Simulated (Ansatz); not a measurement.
# W: single point with PBE

Slab: W, a slab with vacuum.

```
W
1.0
     2.87085    0.00000    0.00000
    -1.43543    2.48623    0.00000
     0.00000    0.00000   24.37617
W
5
Direct
  0.66667 0.33333 0.30768
  0.33333 0.66667 0.40384
  0.00000 0.00000 0.50000
  0.66667 0.33333 0.59616
  0.33333 0.66667 0.69232
```

The cell isn't the ideal one: the (1 1 1) slab of W, cut from the database cell, not relaxed.

```yaml
Program: Ansatz 0.2.0
Task: single point
Functional: PBE
Potentials_or_basis: Ansatz PAW
Cutoff: "420 eV (not typed: the program's choice for these potentials)"
k_mesh: 11 × 11 × 1
Occupations: fermi-dirac, width 0.05 eV
Spin: no spin polarisation
Boundary_along_the_surface_normal: dipole_correction
Miller: 1 × 1 × 1
Bulk_formula: W
```

The largest force is 0.196 eV/Å and the band gap on the k mesh is none (metal or under the smearing width). The work function of the upper face is 4.98 eV, the work function of the lower face is 4.98 eV and the dipole across the slab is 0.000 e·Å.

Forces on the atoms (eV/Å):
```
W    0.000  0.000  0.029
W    0.000  0.000  0.196
W    0.000  0.000  0.000
W    0.000  0.000 -0.196
W    0.000  0.000 -0.029
```

Levels at points of the mesh, in eV from the Fermi level:
| k point | band 31 | band 32 | band 33 | band 34 | band 35 | band 36 | band 37 | band 38 | band 39 | band 40 |
| --- | --- | --- | --- | --- | --- | --- | --- | --- | --- | --- |
| (0.00, 0.00, 0.00) | -0.67 | -0.40 | -0.40 | -0.39 | -0.39 | -0.08 | -0.08 | -0.02 | -0.02 | 0.01 |

Run time: 5.2 s on 4 threads of Arm Neoverse V1, with other jobs on the host, peak memory 0.47 GiB.

Spin-orbit coupling is left out, which matters for the levels of W.
